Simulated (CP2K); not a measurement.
Set up this calculation in CP2K 2026.2, as the native input.

```yaml
Task: band structure
Functional: TB-mBJ
Potentials_or_basis: POTENTIAL_UZH In GTH-PBE-q13, Se GTH-PBE-q6; TZVP-MOLOPT-PBE-GTH basis
Density_cutoff: 9184 eV
k_mesh: 8 × 8 × 8
Occupations: fermi-dirac, width 0.05 eV
Spin: no spin polarisation
SCF_solver: diagonalisation with k points
Quickstep_method: GPW
EPS_DEFAULT: 1.0E-9
EPS_SCF: 1.0E-6
MAX_SCF: 100
SCF_GUESS: ATOMIC
k_points_reduced_by_the_point_group: yes
Mesh_centred_on_Gamma: yes
CHOLESKY: OFF
EPS_EIGVAL: 1.0E-7
MIXING_METHOD: BROYDEN_MIXING
MIXING_ALPHA: 0.4
NBUFFER: 8
NGRIDS: 5
Basis_sets: In TZVP-MOLOPT-PBE-GTH-q13, Se TZVP-MOLOPT-PBE-GTH-q6
Potentials: In GTH-PBE-q13 of POTENTIAL_UZH, Se GTH-PBE-q6 of POTENTIAL_UZH
ADDED_MOS: "[14]"
Points_a_segment_of_the_path_NPOINTS: 6
Bands_added_on_the_path: 2
REL_CUTOFF_Ry: 60 Ry
MIXING_BETA_1/bohr: 1.5 1/bohr
CUTOFF_of_the_grids: 675 Ry
```

Crystal: InSe.

```
In Se
1.0
     8.75025    0.00000    0.00000
     7.83599    3.89411    0.00000
     7.83599    1.83973    3.43213
In Se
2 2
Direct
  0.88860 0.88860 0.88860
  0.00000 0.00000 0.00000
  0.17190 0.17190 0.17190
  0.38350 0.38350 0.38350
```

These files were run (other wordings do the same):

inse_bands.inp

```
&GLOBAL
  PROJECT inse_bands
  RUN_TYPE ENERGY
  PRINT_LEVEL LOW
&END GLOBAL
&FORCE_EVAL
  METHOD QS
  &DFT
    BASIS_SET_FILE_NAME BASIS_MOLOPT_UZH
    POTENTIAL_FILE_NAME POTENTIAL_UZH
    &MGRID
      CUTOFF 675
      REL_CUTOFF 60
      NGRIDS 5
    &END MGRID
    &QS
      METHOD GPW
      EPS_DEFAULT 1.0E-9
    &END QS
    &KPOINTS
      SCHEME MONKHORST-PACK 8 8 8
      GAMMA_CENTERED T
      SYMMETRY T
      SYMMETRY_BACKEND SPGLIB
    &END KPOINTS
    &SCF
      SCF_GUESS ATOMIC
      EPS_SCF 1.0E-6
      MAX_SCF 100
      ADDED_MOS 14
      CHOLESKY OFF
      EPS_EIGVAL 1.0E-7
      &DIAGONALIZATION ON
        ALGORITHM STANDARD
      &END DIAGONALIZATION
      &MIXING ON
        METHOD BROYDEN_MIXING
        ALPHA 0.4
        BETA 1.5
        NBUFFER 8
      &END MIXING
      &SMEAR ON
        METHOD FERMI_DIRAC
        ELECTRONIC_TEMPERATURE [K] 580.226
      &END SMEAR
    &END SCF
    &XC
      &XC_FUNCTIONAL
        &MGGA_X_TB09
        &END MGGA_X_TB09
        &LDA_C_PW
        &END LDA_C_PW
      &END XC_FUNCTIONAL
    &END XC
    &PRINT
      &KPOINTS ON
      &END KPOINTS
      &MULLIKEN ON
      &END MULLIKEN
      &MO ON
        ENERGIES T
        OCCUPATION_NUMBERS T
        &EACH
          QS_SCF 0
        &END EACH
        ADD_LAST NUMERIC
      &END MO
      &BAND_STRUCTURE
        FILE_NAME bands.bs
        ADDED_MOS 2
        &KPOINT_SET
          UNITS B_VECTOR
          NPOINTS 6
          SPECIAL_POINT GAMMA 0.00000000 0.00000000 0.00000000
          SPECIAL_POINT L 0.50000000 0.00000000 0.00000000
          SPECIAL_POINT B1 0.50000000 0.17914517 -0.17914517
        &END KPOINT_SET
        &KPOINT_SET
          UNITS B_VECTOR
          NPOINTS 6
          SPECIAL_POINT B 0.82085483 0.50000000 0.17914517
          SPECIAL_POINT Z 0.50000000 0.50000000 0.50000000
          SPECIAL_POINT GAMMA 0.00000000 0.00000000 0.00000000
          SPECIAL_POINT X 0.33957259 0.00000000 -0.33957259
        &END KPOINT_SET
        &KPOINT_SET
          UNITS B_VECTOR
          NPOINTS 6
          SPECIAL_POINT Q 0.66042741 0.33957259 0.00000000
          SPECIAL_POINT F 0.50000000 0.50000000 0.00000000
          SPECIAL_POINT P1 0.66042741 0.66042741 0.17914517
          SPECIAL_POINT Z 0.50000000 0.50000000 0.50000000
        &END KPOINT_SET
        &KPOINT_SET
          UNITS B_VECTOR
          NPOINTS 6
          SPECIAL_POINT L 0.50000000 0.00000000 0.00000000
          SPECIAL_POINT P 0.82085483 0.33957259 0.33957259
        &END KPOINT_SET
      &END BAND_STRUCTURE
    &END PRINT
  &END DFT
  &SUBSYS
    &CELL
      A 8.7502533297 0.0000000000 0.0000000000
      B 7.8359940850 3.8941147946 0.0000000000
      C 7.8359940850 1.8397326251 3.4321296453
      PERIODIC XYZ
    &END CELL
    &COORD
      SCALED
      In  0.8886000000 0.8886000000 0.8886000000
      In  0.0000000000 0.0000000000 0.0000000000
      Se  0.1719000000 0.1719000000 0.1719000000
      Se  0.3835000000 0.3835000000 0.3835000000
    &END COORD
    &KIND In
      BASIS_SET TZVP-MOLOPT-PBE-GTH-q13
      POTENTIAL GTH-PBE-q13
    &END KIND
    &KIND Se
      BASIS_SET TZVP-MOLOPT-PBE-GTH-q6
      POTENTIAL GTH-PBE-q6
    &END KIND
    &PRINT
      &ATOMIC_COORDINATES ON
      &END ATOMIC_COORDINATES
      &CELL ON
      &END CELL
    &END PRINT
  &END SUBSYS
  &PRINT
    &FORCES ON
    &END FORCES
  &END PRINT
&END FORCE_EVAL
```

Potentials or basis: POTENTIAL_UZH In GTH-PBE-q13, Se GTH-PBE-q6; TZVP-MOLOPT-PBE-GTH basis.

Run with:

```bash
$ OMP_NUM_THREADS=2 cp2k.psmp -i inse_bands.inp -o inse_bands.out
```

Results of the run:

* Band gap on the k mesh: 0.56 eV, direct
* Band gap along the path: 0.56 eV, direct
* Mulliken charges: In +0.18; Se -0.19, -0.18 e

Caveat: Mulliken charges move with the basis; this is a model potential without an energy functional, so only levels have meaning; spin-orbit coupling is left out, which moves the levels of the heavy elements; the basis of atomic orbitals isn't converged, which shifts pressures, moduli and gaps.

It took 4.6 min on 2 threads of Arm Neoverse V2, on a shared host, peak memory 2.3 GiB.
